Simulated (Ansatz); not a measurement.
CaO (rocksalt) was relaxed with 5 functionals in the PAW code Ansatz, cell and atoms free, the symmetry of the start kept (meshes: PBE 8×8×8, r2SCAN 8×8×8, PBEsol 8×8×8, LDA 8×8×8, HSE06 6×6×6). No spin polarisation and no zero-point or thermal motion.

The r2SCAN result:
```
Ca O
1.0
     0.00000    2.39755    2.39755
     2.39755    0.00000    2.39755
     2.39755    2.39755    0.00000
Ca O
1 1
Direct
  0.00000 0.00000 0.00000
  0.50000 0.50000 0.50000
```

The symmetry is Fm-3m (No. 225, cubic); a = 4.795 Å in the conventional setting, 13.78 Å³ an atom. Ca is surrounded by 6 O at 2.40 Å; O is surrounded by 6 Ca at 2.40 Å.

(1) How does the cell change with PBE?

(2) What lattice does HSE06 give?

(3) Held at the r2SCAN cell, what mean stress do LDA and PBE find, and does its sign point to their own minimum?

## Answers

(1) a = 4.830 Å; the volume differs by +2.2 % from r2SCAN's. Ca is surrounded by 6 O at 2.42 Å; O is surrounded by 6 Ca at 2.42 Å.

(2) a = 4.799 Å; the volume differs by +0.2 % from r2SCAN's. Ca is surrounded by 6 O at 2.40 Å; O is surrounded by 6 Ca at 2.40 Å.

(3) Yes. LDA -6.29 GPa, and its relaxed volume is -5.4 % from r2SCAN's; PBE +2.46 GPa, and its relaxed volume is +2.2 % from r2SCAN's. Compression counts positive, so a positive stress asks for a larger cell.
